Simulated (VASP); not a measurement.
Wanted: the native input for a VASP 6.6.1 run.

| Property | Result |
| --- | --- |
| Task | single point |
| Functional | PBE |
| Potentials or basis | VASP PAW PBE potentials, release 64 (B, N) |
| Cutoff | 520 eV |
| k mesh | 9 × 9 × 4 |
| Occupations | gaussian, width 0.01 eV |
| Spin | no spin polarisation |
| Dipole correction | no |
| Further INCAR settings | ALGO = Normal; EDIFF = 1e-06; NBANDS = 16 |

The structure of BN lies in POSCAR:

```
BN
1.0
    2.5439500013      0.0000000000      0.0000000000
   -1.2719750007      2.2031253271      0.0000000000
    0.0000000000      0.0000000000      4.2078153363
B N
2 2
Direct
    0.3333333333      0.6666666667      0.0002034648
    0.6666666667      0.3333333333      0.5002034648
    0.3333333333      0.6666666667      0.3747965352
    0.6666666667      0.3333333333      0.8747965352
```

The cell was built by a generator and needn't be a form met in nature.

These files were run (other wordings do the same):

INCAR

```
PREC = Accurate ; ENCUT = 520
EDIFF = 1E-6 ; ISMEAR = 0
SIGMA = 0.01 ; LREAL = False
LASPH = True ; NELM = 100
ALGO = Normal ; ISIF = 2
LWAVE = False ; LCHARG = False
GGA = PE ; NBANDS = 16
```

KPOINTS

```
regular mesh
0
Gamma
  9 9 4
```

Potentials or basis: VASP PAW PBE potentials, release 64 (B, N).

The run is started by

```bash
$ cat potpaw_PBE.64/B/POTCAR potpaw_PBE.64/N/POTCAR > POTCAR
$ mpirun -np 1 vasp_std > vasp.out
```

Results of the run:

| Property | Result |
| --- | --- |
| Pressure | 4.9 GPa |
| Largest force | 0.008 eV/Å |
| Band gap on the k mesh | 5.19 eV, indirect (least direct gap 8.29 eV) |

Caveat: an odd mesh through Γ misses points on the zone boundary, where band edges often lie.

It took 5.9 s on 1 thread of Intel(R) Xeon(R) 6975P-C (Granite Rapids), on a shared host, peak memory 0.14 GiB.
